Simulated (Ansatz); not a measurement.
# C: the cost of one run

Method: DFT PBEsol, scalar-relativistic, plane waves, PAW, in Ansatz 0.2.0.

**1. Starting point**

Symmetry: P3m1, No. 156, trigonal system. The conventional cell has a = 5.044 Å, b = 5.044 Å, c = 24.693 Å, α = 90.00°, β = 90.00°, γ = 120.00°. C (site symmetry m) is surrounded by 3 C at 1.54 Å. C (site symmetry 3m) is surrounded by 3 C at 1.54 Å. C (site symmetry m) is surrounded by 4 C at 1.54 Å. C (site symmetry 3m) is surrounded by 4 C at 1.54 Å. Only part of the 15 independent sites is listed.

Coordinates:

```
CELL_PARAMETERS angstrom
5.04422 0.00000 0.00000
-2.52211 4.36842 0.00000
0.00000 0.00000 24.69270
ATOMIC_POSITIONS crystal
C 0.16667 0.33333 0.36448
C 0.16667 0.83333 0.36448
C 0.66667 0.33333 0.36448
C 0.66667 0.83333 0.36448
C 0.00000 0.00000 0.38533
C 0.00000 0.50000 0.38533
C 0.50000 0.00000 0.38533
C 0.50000 0.50000 0.38533
C 0.00000 0.00000 0.44788
C 0.00000 0.50000 0.44788
C 0.50000 0.00000 0.44788
C 0.50000 0.50000 0.44788
C 0.33333 0.16667 0.46873
C 0.33333 0.66667 0.46873
C 0.83333 0.16667 0.46873
C 0.83333 0.66667 0.46873
C 0.33333 0.16667 0.53127
C 0.33333 0.66667 0.53127
C 0.83333 0.16667 0.53127
C 0.83333 0.66667 0.53127
C 0.16667 0.33333 0.55212
C 0.16667 0.83333 0.55212
C 0.66667 0.33333 0.55212
C 0.66667 0.83333 0.55212
C 0.16667 0.33333 0.61467
C 0.16667 0.83333 0.61467
C 0.66667 0.33333 0.61467
C 0.66667 0.83333 0.61467
C 0.00000 0.00000 0.63552
C 0.00000 0.50000 0.63552
C 0.50000 0.00000 0.63552
```

Slab cut from the bulk at the bulk's listed lattice constants, lower half held.

**2. Relaxing the atoms**

input.yaml

```yaml
crystal:
  lattice:
    - [5.04421694, 0.0, 0.0]
    - [-2.52210846, 4.36842, 0.0]
    - [0.0, 0.0, 24.6927020647]
  atoms:
    - { symbol: C, position: [0.166666665, 0.333333335, 0.36448016] }
    - { symbol: C, position: [0.166666665, 0.833333335, 0.36448016] }
    - { symbol: C, position: [0.666666665, 0.333333335, 0.36448016] }
    - { symbol: C, position: [0.666666665, 0.833333335, 0.36448016] }
    - { symbol: C, position: [0.0, 0.0, 0.38532937] }
    - { symbol: C, position: [0.0, 0.5, 0.38532937] }
    - { symbol: C, position: [0.5, 0.0, 0.38532937] }
    - { symbol: C, position: [0.5, 0.5, 0.38532937] }
    - { symbol: C, position: [0.0, 0.0, 0.44787698] }
    - { symbol: C, position: [0.0, 0.5, 0.44787698] }
    - { symbol: C, position: [0.5, 0.0, 0.44787698] }
    - { symbol: C, position: [0.5, 0.5, 0.44787698] }
    - { symbol: C, position: [0.333333335, 0.166666665, 0.46872619] }
    - { symbol: C, position: [0.333333335, 0.666666665, 0.46872619] }
    - { symbol: C, position: [0.833333335, 0.166666665, 0.46872619] }
    - { symbol: C, position: [0.833333335, 0.666666665, 0.46872619] }
    - { symbol: C, position: [0.333333335, 0.166666665, 0.53127381] }
    - { symbol: C, position: [0.333333335, 0.666666665, 0.53127381] }
    - { symbol: C, position: [0.833333335, 0.166666665, 0.53127381] }
    - { symbol: C, position: [0.833333335, 0.666666665, 0.53127381] }
    - { symbol: C, position: [0.166666665, 0.333333335, 0.55212302] }
    - { symbol: C, position: [0.166666665, 0.833333335, 0.55212302] }
    - { symbol: C, position: [0.666666665, 0.333333335, 0.55212302] }
    - { symbol: C, position: [0.666666665, 0.833333335, 0.55212302] }
    - { symbol: C, position: [0.166666665, 0.333333335, 0.61467063] }
    - { symbol: C, position: [0.166666665, 0.833333335, 0.61467063] }
    - { symbol: C, position: [0.666666665, 0.333333335, 0.61467063] }
    - { symbol: C, position: [0.666666665, 0.833333335, 0.61467063] }
    - { symbol: C, position: [0.0, 0.0, 0.63551984] }
    - { symbol: C, position: [0.0, 0.5, 0.63551984] }
    - { symbol: C, position: [0.5, 0.0, 0.63551984] }
basis:
  ecutwfc: 600.0
  fft_grid_basis: typed
kpoints:
  mp_grid: { grid: [6, 6, 1] }
hamiltonian:
  xc: pbesol
  pseudopotentials: { kind: paw }
scf:
  occupations: { method: gaussian, width: 0.1 }
output:
  forces: true
  eigenvalues: true
efield:
  axis: 3
  dipole_correction: true
  ramp_width: 0.04
relax:
  adjacent_minimum: "off"
  f_tol: 0.04
  max_steps: 40
  constraints: [{ sites: [0, 1, 2, 3, 4, 5, 6, 7, 8, 9, 10, 11, 12, 13, 14, 15] }]
```

Started as:

```sh
$ ansatz run input.yaml --threads 4 --pin off --max-ram 8847MiB --backend cpu --events-out ev --progress --plain --runs-dir out
```

What time and memory should one allow on 4 threads of Intel Xeon 6975P-C (Granite Rapids), shared host?

About 62 s, with a peak of 2.1 GiB.
